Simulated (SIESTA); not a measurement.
The system is BAs.

```xyz
2
Lattice="0.0000 2.3885 2.3885 2.3885 0.0000 2.3885 2.3885 2.3885 0.0000" Properties=species:S:1:pos:R:3 pbc="T T T"
As    3.5827    3.5827    3.5827
B     0.0000    0.0000    0.0000
```

Base run:

| Quantity | Value |
| --- | --- |
| Program | SIESTA 5.4.2 |
| Functional | PBE |
| Potentials or basis | PseudoDojo 0.4 standard (PBE files) |
| Basis | DZP (energy shift 0.002 Ry) |
| Grid cutoff | 500 Ry |
| Energy shift | 0.002 Ry |
| k mesh | 10 × 10 × 10 |
| Occupations | fermi-dirac, width 0.05 eV |
| Spin | no spin polarisation |

Its results: band gap on the k mesh 1.48 eV, indirect (least direct gap 3.43 eV); pressure 6.8 GPa.

Q: The run is repeated on the same cell with these changes: functional from PBE to BLYP. What comes out?

A: Band gap on the k mesh 1.73 eV, indirect (least direct gap 3.53 eV); pressure 12.2 GPa.

BLYP binds less tightly than PBE, so the same cell stands under more pressure.

Caveats: semicore shells carry a single zeta, which can move pressures by several GPa and volumes by a few percent; the basis of atomic orbitals isn't converged, which shifts pressures, moduli and gaps; the potentials were made for another functional, which shifts forces and pressure (some runs).

Not every run made on this cell is shown here.
